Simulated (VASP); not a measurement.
Crystal: GaP.

```xyz
2
Lattice="0.0000 2.7252 2.7252 2.7252 0.0000 2.7252 2.7252 2.7252 0.0000" Properties=species:S:1:pos:R:3 pbc="T T T"
Ga    0.0000    0.0000    0.0000
P     1.3626    1.3626    1.3626
```

| Item | Value |
| --- | --- |
| Program | VASP 6.6.1 |
| Task | relaxation of cell and atoms |
| Functional | PBE |
| Potentials or basis | VASP PAW PBE potentials, release 64 (Ga_d, P) |
| Cutoff | 600 eV |
| k mesh | 8 × 8 × 8 |
| Occupations | gaussian, width 0.03 eV |
| Spin | no spin polarisation |

At the start: pressure 2.4 GPa; volume 20.24 Å³/atom.

Q: Where does the relaxation end?

A: Over 3 steps the energy falls by 4.6 meV/atom and the volume is 20.86 Å³/atom (+3.1 %); space group F-43m (No. 216, to 0.05 Å).

Step by step:
```
step  energy change (eV)  largest force (eV/Å)  pressure (GPa)  volume (Å³)
   1              0.0000                0.0000            2.42        40.48
   2             -0.0073                0.0000           -1.04        42.30
   3             -0.0092                0.0000            0.05        41.72
```

Final structure:
```xyz
2
Lattice="0.0000 2.7528 2.7528 2.7528 0.0000 2.7528 2.7528 2.7528 0.0000" Properties=species:S:1:pos:R:3 pbc="T T T"
Ga    0.0000    0.0000    0.0000
P     1.3764    1.3764    1.3764
```
